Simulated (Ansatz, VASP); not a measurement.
Given: the input of a run of VASP 6.6.1 on Zr.

INCAR

```
  PREC = Accurate
  ENCUT = 520
  EDIFF = 1E-7
  ISMEAR = 0
  SIGMA = 0.012
  LREAL = F
  LASPH = T
  NELM = 80
  ALGO = Normal
  ISIF = 2
  LWAVE = F
  LCHARG = F
  GGA = PE
  NBANDS = 19
```

Contents of KPOINTS:

```
Automatic mesh
0
Gamma
  9 9 5
```

File POSCAR:

```
Zr
1.0
    3.2320000000      0.0000000000      0.0000000000
   -1.6160000000      2.7989941050      0.0000000000
    0.0000000000      0.0000000000      5.1470000000
Zr
2
Direct
    0.6666666667      0.3333333333      0.7500000000
    0.3333333333      0.6666666667      0.2500000000
```

Potentials or basis: VASP PAW PBE potentials, release 64 (Zr_sv).

Launch:

```console
$ cat potpaw_PBE.64/Zr_sv/POTCAR > POTCAR
$ mpirun -np 1 vasp_std > vasp.out
```

Problem. Translate it to Ansatz 0.2.0. Potentials there: all-electron LAPW, scalar-relativistic.

Solution. As run (the cutoff follows the program's own potentials):

Contents of input.yaml:

```yaml
crystal:
  lattice:
    - [3.232, 0.0, 0.0]
    - [-1.616, 2.798994105, 0.0]
    - [0.0, 0.0, 5.147]
  atoms:
    - { symbol: Zr, position: [0.6666666667, 0.3333333333, 0.75] }
    - { symbol: Zr, position: [0.3333333333, 0.6666666667, 0.25] }
kpoints:
  mp_grid: { grid: [9, 9, 5] }
scf:
  occupations: { method: gaussian, width: 0.012 }
hamiltonian:
  xc: pbe
  pseudopotentials: { kind: all_electron, lapw: { basis_error: 0.001 } }
output:
  forces: true
  stress: true
  eigenvalues: true
```

Potentials or basis: all-electron LAPW, scalar-relativistic.

Launch:

```sh
$ ansatz run input.yaml --threads 1 --pin off --max-ram 3072MiB --backend cpu --events-out ev --progress --plain --runs-dir out
```

Both were run:

|  | VASP | Ansatz | Ansatz less VASP |
| --- | --- | --- | --- |
| gap on the k mesh at the Fermi level (eV) | none | none | - |
| pressure (GPa) | 0.6 | 0.6 | +0.01 |
| largest component of the traceless stress (GPa) | 0.76 | 0.76 | +0.003 |

A gap of «none» marks a metal or a gap that the smearing closes. Ansatz ran all-electron here, so the differences hold the error of VASP's frozen core and of both bases.
